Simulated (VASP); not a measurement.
Input of a VASP 6.6.1 run:

File INCAR:

```
PREC = Accurate
ENCUT = 520
EDIFF = 1E-6
ISMEAR = -1
SIGMA = 0.1
LREAL = F
LASPH = T
NELM = 100
ALGO = Normal
ISIF = 2
LWAVE = F
LCHARG = F
GGA = PE
NBANDS = 9
```

File KPOINTS:

```
regular mesh
0
Gamma
  4 4 4
```

POSCAR

```
Mg
1.0
    3.9507770000      0.0000000000      0.0000000000
    0.0000000000      3.9507770000      0.0000000000
    0.0000000000      0.0000000000      4.9870890000
Mg
2
Direct
    0.5000000000      0.5000000000      0.0000000000
    0.0000000000      0.0000000000      0.5000000000
```

Potentials or basis: VASP PAW PBE potentials, release 64 (Mg).

The run is started by

```sh
$ cat potpaw_PBE.64/Mg/POTCAR > POTCAR
$ mpirun -np 1 vasp_std > vasp.out
```

Task: Predict the band gap on the k mesh.

Result: None (metal or under the smearing width).

Task: Predict the pressure.

Result: -6.1 GPa.

Stress tensor (GPa, compression positive):
```
-6.96  0.00  0.00
 0.00 -6.96  0.00
 0.00  0.00 -4.47
```

Caveat: the k mesh is coarse (spacing up to 0.40 Å⁻¹), so the values aren't converged.
